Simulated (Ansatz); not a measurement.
Li:

```
CELL_PARAMETERS angstrom
1.55050 0.89518 7.58830
-1.55050 0.89518 7.58830
0.00000 -1.79036 7.58830
ATOMIC_POSITIONS crystal
Li 0.77800 0.77800 0.77800
Li 0.22200 0.22200 0.22200
Li 0.00000 0.00000 0.00000
```

This isn't the form of Li at room conditions, which is bcc.

Base run:

```yaml
Program: Ansatz 0.2.0
Functional: RPBE
Potentials_or_basis: Ansatz PAW
Cutoff: "420 eV (not typed: the program's choice for these potentials)"
k_mesh: 10 × 10 × 10
Occupations: gaussian, width 0.05 eV
Spin: no spin polarisation
```

Its results: band gap on the k mesh none (metal or under the smearing width); pressure 0.0 GPa; largest force 0.009 eV/Å.

Q: The run is repeated on the same cell with these changes: functional from RPBE to LDA; occupations from gaussian, width 0.05 eV to methfessel-paxton, width 0.2 eV. What comes out?

A: Band gap on the k mesh none (metal or under the smearing width); pressure -1.3 GPa; largest force 0.008 eV/Å.

Caveats: the potentials were made for another functional, which shifts forces and pressure (some runs).
